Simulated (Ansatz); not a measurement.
# Dielectric function and optical constants of SiC (Moissanite 3C)

Aim: the dielectric function of SiC (Moissanite 3C), and the optical constants that follow from it.

Method: DFT, PBE, plane-wave PAW, default files, scalar-relativistic, independent-particle optical response without local fields, in Ansatz 0.2.0.

Experimental background.

“Insight into the structural, elastic and electronic properties of a new orthorhombic 6O-SiC polytype” (2020, pmc:7200658) quotes from earlier work for SiC, cubic 3C zincblende (literature value): band gap (indirect gap) 2.4 eV [literature value; measurement temperature and method not stated].

For SiC, 3C (beta, cubic zinc blende) (literature average; scatter up to 0.2), “Infrared properties of SiC particles” (1999, arxiv:astro-ph/9903031) quotes earlier work: ε∞ (high-frequency dielectric constant) 6.49 [average of published experimental values; polytype label garbled in the row, 3C inferred …].

## Step 1: The structure

Symmetry: F-43m, No. 216, cubic system. Conventional cell: a = 4.358 Å, b = 4.358 Å, c = 4.358 Å, α = 90.00°, β = 90.00°, γ = 90.00°. Nearest to Si lie 4 C at 1.89 Å. Nearest to C lie 4 Si at 1.89 Å. Farther neighbours are not listed.

## Step 2: Ground state and bands

The self-consistent density comes first; it also tells whether there is a gap, which decides the occupations and the need for a Drude term.

This step: DFT, PBE, plane-wave PAW, default files, scalar-relativistic, ground state (Ansatz 0.2.0).

The input, input.yaml:

```yaml
crystal:
  lattice:
    - [0.0, 2.179, 2.179]
    - [2.179, 0.0, 2.179]
    - [2.179, 2.179, 0.0]
  atoms:
    - { symbol: Si, position: [0.0, 0.0, 0.0] }
    - { symbol: C, position: [0.75, 0.75, 0.75] }
kpoints:
  mp_grid: { grid: [9, 9, 9] }
  band_path:
    path:
      - [[0.0, 0.0, 0.0], [0.5, 0.0, 0.5], [0.5, 0.25, 0.75], [0.375, 0.375, 0.75], [0.0, 0.0, 0.0], [0.5, 0.5, 0.5], [0.625, 0.25, 0.625], [0.5, 0.25, 0.75], [0.5, 0.5, 0.5], [0.375, 0.375, 0.75]]
      - [[0.625, 0.25, 0.625], [0.5, 0.0, 0.5]]
    npoints: 5
scf:
  occupations: { method: fermi_dirac, width: 0.05 }
  n_extra_bands: 6
hamiltonian:
  xc: pbe
  pseudopotentials: { kind: paw }
output:
  forces: true
  stress: true
  populations: true
  write_bands: true
```

The run is started by

```console
$ ansatz run input.yaml --threads 4 --pin off --max-ram 8192MiB --backend cpu --events-out ev --progress --plain --runs-dir out
```

Numbers of over 12 decimals in the logs are rounded to 6 here.

The log of the run:

```text
scf.n_extra_bands = 6 over 4 filled bands (N_el = 8.0): the run solves 10 bands
Engine: ansatz 0.2.0, x86_64-unknown-linux-gnu
Pseudopotentials: kind: paw
Pseudopotential: Si, paw, valence charge 4, recommended cutoff 420 eV (normal), Si.paw.azcp
Pseudopotential: C, paw, valence charge 4, recommended cutoff 420 eV (normal), C.paw.azcp
Functional definition: PBE
  parameter kappa = 0.804
  parameter beta = 0.066725
  exchange = pbe_x(kappa = kappa, mu = beta*pi^2/3)
  correlation = pbe_c(beta = beta)
Crystal: 2 atoms, lattice volume = 20.692 Å³
Basis set: ecut = 420 eV, 411 PW (Γ), exchange–correlation on 48×48×48 points (8 copies of the dense FFT grid, shifted against one another)
Bands: 10, of which v1, the nominal top of the filled ones, is band 4 counted from 1 (3 counted from 0)
Symmetry: 24 space group operations
Space group: F-43m (ITA 216), of the structure as read, at distance tolerance 2.7e-5 Å
k-points: 35 of 729 (time reversal used)
Non-local potential: Si, projectors of the file, l = 0: 2, l = 1: 2, l = 2: 2
Non-local potential: C, projectors of the file, l = 0: 2, l = 1: 2, l = 2: 1
PAW form: soft (Blöchl's): semilocal exchange-correlation on the pseudo side does not see the compensation charge
PAW one-centre angular grid: Si, 110 points (default); XC on 64 Gauss nodes
PAW one-centre angular grid: C, 110 points (default); XC on 64 Gauss nodes
Initial density: superposition of atomic densities (neutral atoms: chi_scale 0, normalization atom), corrected by the library's trained network
Initial wavefunctions: pseudopotential atomic-orbital guess
Functional: x = pbe(κ = 0.804, μ = 0.219515), c = pbe(β = 0.066725)
SCF iter   1: F=—  HF=-887.156707 eV  |F-HF|=—  |Δ(HF+E_count)|=         —  Δρ=2.27e-3  dr2=1.10e-3  ethr=1.77e-3  ⟨swp⟩=5.7  Hψ=2566  notcnv=0
preconditioner: auto → none  [insulator: Δε(μ)=1.481 eV  Ē_g=16.250 eV  σ=0.050 eV  W_gap=1.00  n_scr=0 (ndim 8)  ℏωp=23.1 eV  f_vac=0.000  D(μ)=0.00/eV (n_scr^D=0)  ε∞_Penn≈3.0]
SCF iter   2: F=—  HF=-887.156648 eV  |F-HF|=—  |Δ(HF+E_count)|=   5.85e-5  Δρ=8.67e-4  dr2=1.01e-4  ethr=1.37e-5  ⟨swp⟩=1.8  Hψ=728  notcnv=0  defer=23
SCF iter   3: F=—  HF=-887.156653 eV  |F-HF|=—  |Δ(HF+E_count)|=   4.31e-6  Δρ=3.65e-4  dr2=6.79e-6  ethr=1.26e-6  ⟨swp⟩=2.3  Hψ=418  notcnv=0  defer=23
SCF iter   4: F=—  HF=-887.156682 eV  |F-HF|=—  |Δ(HF+E_count)|=   2.96e-5  Δρ=4.61e-5  dr2=4.46e-7  ethr=8.49e-8  ⟨swp⟩=2.1  Hψ=434  notcnv=0  defer=23
iter 5 did not close the SCF: its close was put off for the readings that it lacked (scf_convergence_deferred on its scf_iter line)
SCF iter   5: F=-887.156682 eV  HF=-887.156682 eV  |F-HF|=1.49e-9  |Δ(HF+E_count)|=   5.33e-8  Δρ=3.12e-6  dr2=9.89e-10  ethr=5.57e-9  ⟨swp⟩=2.4  Hψ=430  notcnv=0  defer=23
SCF iter   6: F=-887.156682 eV  HF=-887.156682 eV  |F-HF|=4.43e-11  |Δ(HF+E_count)|=   1.91e-9  Δρ=4.36e-7  dr2=1.96e-11  ethr=1.24e-11  ⟨swp⟩=4.7  Hψ=1459  notcnv=0
SCF 1 converged in 6 iterations: F = -887.156682 eV  dr2 = 1.96e-11
  greatest PAW one-centre occupation: 0.645 electrons in one spin orbital (limit 2), on the C atom at site 1 (counted from 0), in its partial waves of l = 0
NSCF: frozen V_eff on 52 k-points
SCF converged after 6 iterations
Free energy (F): -887.156682 eV
Harris-Foulkes:  -887.156682 eV  (|F-HF|=4.43e-11)
Internal energy: -887.156682 eV  (E = F + TS)
E sigma→0 (E₀):  -887.156682 eV
Fermi energy:    10.227362 eV
--- Per-component energies (eV) ---
  E_band       = 28.696561
  E_kinetic    = 135.726173
  E_local      = -104.411306  (includes V_loc(G=0)·N_el)
  E_nonlocal   = 51.848414
  E_hartree    = 32.059078
  E_xc         = -105.503503
  E_vxc        = -109.370230  (∫ρ·V_xc dr)
  E_paw        = -612.091769  (= ΣΔE_a)
  E_vpaw       = -9.214635  (= ΣTr[D̂ρ^β])
  E_aug_tail   = 0.000011  (compensation charges beyond the density's cutoff)
  E_ewald      = -284.783780
  E_smearing   = -0.000000  (= −TS)
  E_closure    = 0.000000  (closes the sum)
  Σ components = -887.156682   (vs F -887.156682, Δ=0.00e0)
--- Forces (eV/Å), atoms counted from 1 ---
  atom   1  Si    -0.00000000    -0.00000000     0.00000000
  atom   2  C      0.00000000    -0.00000000     0.00000000
  max |Σ_I F_I| component: 7.40e-17 eV/Å
--- Stress (GPa, compression-positive) ---
        3.269572      -0.000000      -0.000000
       -0.000000       3.269572       0.000000
       -0.000000       0.000000       3.269572
  P = ⅓ Tr σ = 3.2696 GPa (32.696 kbar)
--- Band table (eV; the first three rows and the last of 35) ---
  k-point 0: bands = ["-5.9241", "9.4799", "9.4799", "9.4799", "15.6935", "16.7893", "16.7893", "16.7893", "23.9715", "23.9715"]
  k-point 1: bands = ["-5.6831", "8.2671", "9.3177", "9.3177", "15.9597", "17.0796", "17.0796", "17.1601", "22.9035", "22.9035"]
  k-point 2: bands = ["-4.9737", "5.8358", "8.9651", "8.9651", "15.5814", "17.4095", "17.4095", "18.5219", "22.4174", "22.4174"]
  k-point 34: bands = ["-0.9101", "2.4945", "4.3892", "5.3650", "14.5453", "18.2661", "18.5124", "20.6976", "23.3614", "26.5334"]
--- Löwdin populations: 2 sites ---
  site symbol       q [e]
     0     Si      2.9458
     1      C      4.9774
  spilling = 0.009597 (of n_electrons = 8.000000)
```

The job ended after 0.87 s (4 threads of Intel Xeon at 2.70GHz, shared host; peak memory 0.31 GiB; 2.1 s of CPU time).

Read-outs, printed or worked out from the files:

| Property | Result |
| --- | --- |
| free energy | -887.1567 eV |
| Fermi energy | 10.23 eV |
| gap by band count | 1.505 eV |
| electrons | 8 |
| symmetry operations | 24 |
| pressure | 3.270 GPa |
| volume | 20.69 Å³ |
| gap on the path | 1.359 eV |
| least direct gap on the path | 4.545 eV |

There is a gap, 1.36 eV on the path, so no carriers' term is needed. The cell is left with a pressure of 3.3 GPa, as it stands unrelaxed at this level.

The electronic bands at the labelled points (eV, zero at the Fermi level; v1 is the highest filled band, c1 the lowest empty one):

```
          point      v4     v3     v2     v1    c1    c2     c3     c4
              Γ  -16.15  -0.75  -0.75  -0.75  5.47  6.56   6.56   6.56
0.60 of the way  -13.88  -5.11  -3.11  -3.11  2.42  4.87  10.78  10.78
              X  -11.13  -8.54  -3.93  -3.93  0.61  3.58  13.27  13.27
0.40 of the way  -11.06  -8.34  -4.56  -4.55  1.78  4.71  11.84  13.10
              W  -10.90  -7.77  -5.73  -5.43  4.46  8.69   8.71   9.02
0.60 of the way  -11.07  -7.95  -6.17  -4.02  3.14  7.21  10.01  11.27
              K  -11.13  -8.02  -6.29  -3.34  2.36  7.02  11.09  11.70
0.40 of the way  -13.65  -6.15  -4.54  -1.65  5.32  7.62   7.92   8.71
              Γ  -16.15  -0.75  -0.75  -0.75  5.47  6.56   6.56   6.56
0.40 of the way  -15.38  -3.88  -1.19  -1.19  5.45  7.16   7.16   8.03
              L  -12.59  -9.28  -1.80  -1.80  4.68  6.48   6.48   9.30
0.60 of the way  -11.89  -8.53  -4.81  -2.67  3.60  7.85   8.84  10.27
              U  -11.13  -8.02  -6.29  -3.34  2.36  7.02  11.09  11.70
0.60 of the way  -11.00  -7.87  -6.04  -4.62  3.79  7.50   9.42  10.51
              W  -10.90  -7.77  -5.73  -5.43  4.46  8.69   8.71   9.02
0.60 of the way  -12.16  -8.82  -3.76  -2.57  4.70  6.23   8.47  10.36
              L  -12.59  -9.28  -1.80  -1.80  4.68  6.48   6.48   9.30
0.60 of the way  -11.89  -8.53  -4.81  -2.67  3.60  7.85   8.84  10.27
              K  -11.13  -8.02  -6.29  -3.34  2.36  7.02  11.09  11.70
      jump to U  -11.13  -8.02  -6.29  -3.34  2.36  7.02  11.09  11.70
0.40 of the way  -11.07  -8.32  -5.29  -3.71  1.56  4.98  12.33  12.62
              X  -11.13  -8.54  -3.93  -3.93  0.61  3.58  13.27  13.27
```

The electronic bands as a text plot (rows in eV, shown from -8.7 to 6.6 only):

```
    6.3 |++++                 +++++      +++         +++++
    5.7 |+++        +           ++++++                        +
    5.0 |    ++    +        ++        +++  +         +++ +
    4.4 |   +         +                  ++ +    ++++   + +    +
    3.7 |      ++++  + +  ++                 +             +    +
    3.1 |           +                         + +           +
    2.5 |    ++         ++                     +             +
    1.8 |          +                                          +
    1.2 |      ++ +                                            +
    0.5 |        +                                              +
   -0.1 |
   -0.7 |*                    *******
   -1.4 | **                **  *    ***
   -2.0 |   *                   *  **   *****          ****
   -2.7 |                 **  **             *       ***   *
   -3.3 |   ***         **                  * **    *     * ***
   -3.9 |      ****           **     *          *    **        **
   -4.6 |          *   *    **               *     *       *   *
   -5.2 |    **     ***                          ** *
   -5.9 |             **  ****                * ****        * *
   -6.5 |               **            **       *             *
   -7.1 |      **
   -7.8 |            *******                  ******        **
   -8.4 |        ****                   *    *      *      *  ***
         Γ       X    W  K        Γ      L     U  W     L   K|U X
```

(Continued in part 2 of 2.)

[Logs are printed without paths, hosts, clocks, repeated set-up lines and the standing remarks that a program may print on its own settings, such as how far it seeks lower states.]

[Hosts, paths, dates, database ids (printed as entryN), source tags and the programs' standing remarks are cut or masked in the printed files.]
